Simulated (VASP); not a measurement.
The system is H.

```
H
1.0
     2.64964    0.00000    0.00000
     0.00000    2.64964    0.00000
     0.00000    0.00000    0.98049
H
1
Direct
  0.00000 0.00000 0.50000
```

* Program: VASP 6.6.1
* Task: relaxation of cell and atoms
* Functional: PBE
* Potentials or basis: VASP PAW PBE potentials, release 64 (H_h)
* Cutoff: 900 eV
* k mesh: 10 × 10 × 26
* Occupations: fermi-dirac, width 0.05 eV
* Spin: no spin polarisation

At the start: pressure 1.6 GPa; volume 6.88 Å³/atom.

Q: How do energy, volume and symmetry change on relaxing?

A: Over 6 steps the energy falls by 11.2 meV/atom and the volume is 8.75 Å³/atom (+27.1 %); space group P4/mmm (No. 123, to 0.05 Å).

The path:
```csv
step,energy change (eV),largest force (eV/Å),pressure (GPa),volume (Å³)
1,0.0000,0.0000,1.60,6.88
2,-0.0010,0.0000,1.51,6.95
3,-0.0036,0.0000,1.25,7.16
4,-0.0074,0.0000,0.81,7.59
5,-0.0110,0.0000,0.16,8.48
6,-0.0112,0.0000,0.01,8.75
```

Final structure:
```
CELL_PARAMETERS angstrom
2.98173 0.00000 0.00000
0.00000 2.98173 0.00000
0.00000 0.00000 0.98391
ATOMIC_POSITIONS crystal
H 0.00000 0.00000 0.50000
```

Caveat: the volume moved by over 15 % at a fixed basis, so the end points are rough.
